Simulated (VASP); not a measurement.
Wanted: the native input for a VASP 6.6.1 run.

```
Task                            : evGW0 quasiparticle levels
Functional                      : PBE
Potentials or basis             : VASP PAW PBE potentials, release 64 (Al_GW, As_GW)
Cutoff                          : 500 eV
k mesh                          : 4 × 4 × 4
Occupations                     : gaussian, width 0.01 eV
Spin                            : no spin polarisation
GW scheme                       : evGW0
GW iterations                   : 4
Cutoff of the response function : 150
Frequency points                : 48
Empty bands                     : 170
Further INCAR settings          : ALGO = EVGW0; EDIFF = 1e-08; NBANDS = 174
```

Crystal: AlAs.

```
Al As
1.0
     0.00000    2.84088    2.84088
     2.84088    0.00000    2.84088
     2.84088    2.84088    0.00000
Al As
1 1
Direct
  0.00000 0.00000 0.00000
  0.25000 0.25000 0.25000
```

The input as run:

POSCAR

```
AlAs                                    
1.0
    0.0000000000      2.8408844733      2.8408844733
    2.8408844733      0.0000000000      2.8408844733
    2.8408844733      2.8408844733      0.0000000000
  Al              As            
     1     1
Direct
     0.0000000000000000    0.0000000000000000    0.0000000000000000
     0.2500000000000000    0.2500000000000000    0.2500000000000000
```

INCAR.step1

```
SYSTEM = AlAs
ALGO = Fast
EDIFF = 1E-8
ENCUT = 500
GGA = PE
ISMEAR = 0
KPAR = 4
LASPH = .TRUE.
LCHARG = .FALSE.
LREAL = .FALSE.
LWAVE = .TRUE.
NELM = 80
PREC = Accurate
SIGMA = 0.01
```

INCAR.step2

```
SYSTEM = AlAs
ALGO = Exact
EDIFF = 1E-8
ENCUT = 500
GGA = PE
ISMEAR = 0
ISTART = 1
KPAR = 4
LASPH = .TRUE.
LCHARG = .FALSE.
LOPTICS = .TRUE.
LREAL = .FALSE.
LWAVE = .TRUE.
NBANDS = 174
NELM = 1
PREC = Accurate
SIGMA = 0.01
```

INCAR.step3

```
SYSTEM = AlAs
ALGO = EVGW0
EDIFF = 1E-8
ENCUT = 500
ENCUTGW = 150
GGA = PE
ISMEAR = 0
ISTART = 1
KPAR = 4
LASPH = .TRUE.
LCHARG = .FALSE.
LREAL = .FALSE.
LWAVE = .FALSE.
NBANDS = 174
NBANDSGW = 12
NELMGW = 4
NOMEGA = 48
PREC = Accurate
PRECFOCK = Fast
SIGMA = 0.01
```

KPOINTS

```
k-points
0
G
  4 4 4
  0 0 0
```

Potentials or basis: VASP PAW PBE potentials, release 64 (Al_GW, As_GW).

Launch:

```bash
$ cat potpaw_PBE.64/Al_GW/POTCAR potpaw_PBE.64/As_GW/POTCAR > POTCAR
$ cp INCAR.step1 INCAR
$ mpirun -np 4 vasp_std > vasp.out
$ cp INCAR.step2 INCAR
$ mpirun -np 4 vasp_std > vasp.out
$ cp INCAR.step3 INCAR
$ mpirun -np 4 vasp_std > vasp.out
```

Results of the run:

```yaml
Band_gap_on_the_k_mesh_mean-field_level: 1.43 eV, indirect (least direct gap 1.95 eV)
Quasiparticle_gap: 2.15 eV
Least_direct_quasiparticle_gap: 3.12 eV
```

Caveat: the k mesh is coarse (spacing up to 0.48 Å⁻¹), so the values aren't converged; bands, screening cutoff and mesh are small and nothing is extrapolated, so the quasiparticle values aren't converged.

It took 3.5 min on 4 MPI ranks on Intel(R) Xeon(R) Platinum 8488C (Sapphire Rapids) (shared host), peak memory 0.48 GiB a rank.
